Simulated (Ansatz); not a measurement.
**Deforming Sb**

```xyz
1
Lattice="3.1600 0.0000 0.0000 0.0000 3.1600 0.0000 0.0000 0.0000 3.1600" Properties=species:S:1:pos:R:3 pbc="T T T"
Sb    0.0000    0.0000    0.0000
```

The cell is COD entry 9013008, as deposited and not checked against the literature; nothing was relaxed.

Spin–orbit coupling is left out, though it moves levels of the heavy atoms by tenths of an eV or more.

Level of theory: DFT, PBE, all-electron LAPW, scalar-relativistic (Ansatz 0.2.0).

Numerical set-up: a Γ-centred 13×13×13 k mesh, Fermi–Dirac smearing of 0.05 eV, basis error target 1 meV/atom, no spin polarisation.

The unchanged cell is at -2.50 GPa.

In a metal, stresses and small energies carry noise from the k mesh.

x, y and z are the Cartesian axes of the cell as listed; fractional coordinates follow a strain, and an engineering shear is twice the off-diagonal strain component.

With this change (z strained by +1.5 % at fixed volume), what becomes of the energy and stress?

Energy change +5 meV/atom; stress change (xx, yy, zz, yz, xz, xy) 1.09, 1.09, -1.98, 0.00, 0.00, 0.00 GPa, compression positive.

With this change (z strained by +4 % at fixed volume), what becomes of the energy and stress?

Energy change +27 meV/atom; stress change (xx, yy, zz, yz, xz, xy) 2.30, 2.30, -3.66, 0.00, 0.00, 0.00 GPa, compression positive.

With this change (equal xy, yz and zx engineering shear strains of -3 %), what becomes of the energy and stress?

Energy change +4 meV/atom; stress change (xx, yy, zz, yz, xz, xy) 0.00, 0.00, 0.00, 0.44, 0.44, 0.44 GPa, compression positive.

With this change (equal xy, yz and zx engineering shear strains of -1 %), what becomes of the energy and stress?

Energy change under 1 meV/atom; stress change (xx, yy, zz, yz, xz, xy) 0.00, 0.00, 0.00, 0.13, 0.13, 0.13 GPa, compression positive.

With equal xy, yz and zx engineering shear strains of +2 %: energy change +2 meV/atom; stress change (xx, yy, zz, yz, xz, xy) 0.00, 0.00, 0.00, -0.33, -0.33, -0.33 GPa, compression positive.

With equal xy, yz and zx engineering shear strains of -2 %: energy change +2 meV/atom; stress change (xx, yy, zz, yz, xz, xy) -0.01, -0.01, -0.01, 0.29, 0.29, 0.29 GPa, compression positive.

With equal xy, yz and zx engineering shear strains of +1 %: energy change under 1 meV/atom; stress change (xx, yy, zz, yz, xz, xy) 0.00, 0.00, 0.00, -0.15, -0.15, -0.15 GPa, compression positive.

With this change (equal xy, yz and zx engineering shear strains of +3 %), what becomes of the energy and stress?

Energy change +4 meV/atom; stress change (xx, yy, zz, yz, xz, xy) 0.01, 0.01, 0.01, -0.51, -0.51, -0.51 GPa, compression positive.
